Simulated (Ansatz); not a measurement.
# RbBr: phonons and Grüneisen parameters

How does the lattice vibrate, and how do the modes shift with volume? Displacements sample a 2×2×2 mesh. Runs: reference run (LAPW); volume scaled by 0.970 (LAPW); volume scaled by 1.030 (LAPW); mode Grüneisen parameters (LAPW). Companion runs by PAW are cited.

The COD entry's cell or inner coordinates are ideal or old and differ from later refinements, so a difference from it is no clean test against experiment.

Method: DFT PBEsol, all-electron LAPW, scalar-relativistic unless said, in Ansatz 0.2.0.

## (1) The starting structure

It takes space group Fm-3m (No. 225, cubic). The conventional cell has a = 6.850 Å, b = 6.850 Å, c = 6.850 Å, α = 90.00°, β = 90.00°, γ = 90.00°. Around Rb (site symmetry m-3m) lie 6 Br at 3.42 Å. Br (site symmetry m-3m) is surrounded by 6 Rb at 3.42 Å.

As a file:

```xyz
2
Lattice="0.0000 3.4249 3.4249 3.4249 0.0000 3.4249 3.4249 3.4249 0.0000" Properties=species:S:1:pos:R:3 pbc="T T T"
Rb    0.0000    0.0000    0.0000
Br    3.4249    3.4249    3.4249
```

Cartesian axes are those of the input's lattice vectors. The structure goes back to a database entry.

## (2) Reference run, LAPW

input.yaml reads:

```yaml
crystal:
  lattice:
    - [0.0, 3.4249234695, 3.4249234695]
    - [3.4249234695, 0.0, 3.4249234695]
    - [3.4249234695, 3.4249234695, 0.0]
  atoms:
    - { symbol: Rb, position: [0.0, 0.0, 0.0] }
    - { symbol: Br, position: [0.5, 0.5, 0.5] }
kpoints:
  mp_grid: { grid: [6, 6, 6] }
scf:
  occupations: { method: fixed }
hamiltonian:
  xc: pbesol
  pseudopotentials: { kind: all_electron, lapw: { basis_error: 0.001 } }
phonons:
  qmesh: [2, 2, 2]
  qpath:
    path:
      - [0.0, 0.0, 0.0]
      - [0.5, 0.0, 0.5]
      - [0.625, 0.25, 0.625]
      - [0.375, 0.375, 0.75]
      - [0.0, 0.0, 0.0]
      - [0.5, 0.5, 0.5]
      - [0.5, 0.25, 0.75]
      - [0.5, 0.0, 0.5]
    npoints: 6
  temperatures: { t_min: 0, t_max: 1000, t_step: 100 }
```

The run is started by

```sh
$ ansatz run input.yaml --threads 1 --pin off --max-ram 3072MiB --backend cpu --events-out ev --progress --plain --runs-dir out
```

## (3) Volume scaled by 0.970, LAPW

input.yaml, as its differences from that of step 2:

```diff
@@ -2,5 +2,5 @@
   lattice:
-    - [0.0, 3.4249234695, 3.4249234695]
-    - [3.4249234695, 0.0, 3.4249234695]
-    - [3.4249234695, 3.4249234695, 0.0]
+    - [0.0, 3.39032591751, 3.39032591751]
+    - [3.39032591751, 0.0, 3.39032591751]
+    - [3.39032591751, 3.39032591751, 0.0]
   atoms:
```

## (4) Volume scaled by 1.030, LAPW

input.yaml, as its differences from that of step 3:

```diff
@@ -2,5 +2,5 @@
   lattice:
-    - [0.0, 3.39032591751, 3.39032591751]
-    - [3.39032591751, 0.0, 3.39032591751]
-    - [3.39032591751, 3.39032591751, 0.0]
+    - [0.0, 3.45883580834, 3.45883580834]
+    - [3.45883580834, 0.0, 3.45883580834]
+    - [3.45883580834, 3.45883580834, 0.0]
   atoms:
```

(Steps that only read results are left out.)

What does the calculation give? Wanted: highest mode on the mesh, without the LO shift; optical modes at Γ.

**Answer**, as computed:

| quantity | value |
| --- | --- |
| highest mode on the mesh, without the LO shift (LAPW) | 92 cm⁻¹ |
| optical modes at Γ | 85 (T1u) cm⁻¹ |
| mean Grüneisen parameter at 300 K (LAPW) | 1.57 |

What this shows: No mode on the mesh is unstable; the highest lies at 92 cm⁻¹ by LAPW. Weighted by heat capacity at 300 K the mean Grüneisen parameter of the sampled modes is 1.57, which points to expansion on heating. Some modes have negative γ and soften under compression. PAW differs from LAPW by at most 0.1 cm⁻¹. Each set of modes is computed in the harmonic approximation.
